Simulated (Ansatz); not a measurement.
## Mn: one input, then a changed one

The geometry is COD entry 9008591, unchecked; take it as a test cell. It was measured hot, at 1413 K.

First run: DFT, LDA, PAW with Ansatz's default frozen-core files, scalar-relativistic (Ansatz 0.2.0).

Command: `ansatz run input.yaml --threads 1 --pin off --max-ram 3072MiB --backend cpu --events-out ev --progress --plain --runs-dir out` The run took 32 s on 1 thread of Arm Neoverse V1, on a shared host.

```yaml
crystal:
  lattice:
    - [-1.5405, 1.5405, 1.5405]
    - [1.5405, -1.5405, 1.5405]
    - [1.5405, 1.5405, -1.5405]
  atoms:
    - { symbol: Mn, position: [0.0, 0.0, 0.0], spin: 4.0 }
magnetization:
  spin_polarized: true
kpoints:
  mp_grid: { grid: [15, 15, 15] }
scf:
  occupations: { method: fermi_dirac, width: 0.05 }
hamiltonian:
  xc: lda
  pseudopotentials: { kind: paw }
output:
  forces: true
  stress: true
  efg: { contact_densities: true }
  write_density: true
  write_potential: true
  elf: true
  volumetric_format: npy
relax:
  f_tol: 0.005
  max_steps: 80
  cell: {}
```

Result: converged; relaxed volume 10.145 Å³/atom; moment -0.42 μB; 80 SCF iterations in all.

The input is then changed:

```diff
@@ -9,10 +9,11 @@
   spin_polarized: true
 kpoints:
-  mp_grid: { grid: [15, 15, 15] }
+  mp_grid: { grid: [8, 8, 8] }
 scf:
   occupations: { method: fermi_dirac, width: 0.05 }
+  initial_density: { chi_scale: 0.3 }
 hamiltonian:
   xc: lda
-  pseudopotentials: { kind: paw }
+  pseudopotentials: { kind: paw, source: ansatz }
 output:
   forces: true
```

(1) Predict the outcome of the changed run.

Answers

(1) It converged; relaxed volume 10.157 Å³/atom; moment 0.56 μB; 80 SCF iterations in all. Some of these settings are too coarse for converged properties.
